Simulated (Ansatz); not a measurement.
# Lithium (simple cubic) across density functionals

All rows: Ansatz, plane waves with scalar-relativistic PAW, 420 eV (500 eV for the SCAN forms), relaxed under each functional, no dispersion correction, no zero-point motion. B₀ comes from uniform scaling at fixed shape; a dash is a value not given.

```json
{"functional": "r²SCAN", "V (Å³/atom)": "21.14", "cell": "a = 2.765 Å", "B₀ (GPa)": "12", "magnetic state": "spin not included", "ΔE to bcc (meV/atom)": "120"}
{"functional": "PBEsol", "V (Å³/atom)": "20.33", "cell": "a = 2.729 Å", "B₀ (GPa)": "12", "magnetic state": "spin not included", "ΔE to bcc (meV/atom)": "119"}
{"functional": "LDA", "V (Å³/atom)": "19.05", "cell": "a = 2.671 Å", "B₀ (GPa)": "14", "magnetic state": "spin not included", "ΔE to bcc (meV/atom)": "116"}
{"functional": "revPBE", "V (Å³/atom)": "21.40", "cell": "a = 2.776 Å", "B₀ (GPa)": "12", "magnetic state": "spin not included", "ΔE to bcc (meV/atom)": "120"}
{"functional": "RPBE", "V (Å³/atom)": "21.32", "cell": "a = 2.773 Å", "B₀ (GPa)": "12", "magnetic state": "spin not included", "ΔE to bcc (meV/atom)": "120"}
{"functional": "BLYP", "V (Å³/atom)": "20.26", "cell": "a = 2.726 Å", "B₀ (GPa)": "12", "magnetic state": "spin not included", "ΔE to bcc (meV/atom)": "117"}
```

Question: What does PBE give?

Answer: V (Å³/atom): 20.44; cell: a = 2.734 Å; B₀ (GPa): 12; magnetic state: spin not included; ΔE to bcc (meV/atom): 119.
